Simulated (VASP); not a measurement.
Here is a VASP 6.6.1 calculation.

The input INCAR:

```
PREC = Accurate ; ENCUT = 520
EDIFF = 1E-6 ; ISMEAR = 0
SIGMA = 0.1 ; LREAL = F
LASPH = T ; NELM = 100
ALGO = Fast ; ISIF = 2
LWAVE = F ; LCHARG = T
GGA = PS ; LELF = T
LVHAR = T ; NBANDS = 16
```

File KPOINTS:

```
Automatic mesh
0
Gamma
  10 10 6
```

File POSCAR:

```
Rb
1.0
    2.4823436099     -4.3365099188      0.0000000000
    2.4823436099      4.3365099188      0.0000000000
    0.0000000000      0.0000000000      8.0402787377
Rb
2
Direct
    0.8349258781      0.1650741219      0.7500000000
    0.1650741219      0.8349258781      0.2500000000
```

Potentials or basis: VASP PAW PBE potentials, release 64 (Rb_sv).

The run is started by

```console
$ cat potpaw_PBE.64/Rb_sv/POTCAR > POTCAR
$ mpirun -np 1 vasp_std > vasp.out
```

**Question.** What does it give for the pressure?

**Answer.** 0.0 GPa.

**Question.** What does it give for the band gap on the k mesh?

**Answer.** None (metal or under the smearing width).

Caveat: the PAW data sets were made with another functional, which shifts forces and pressure a little.
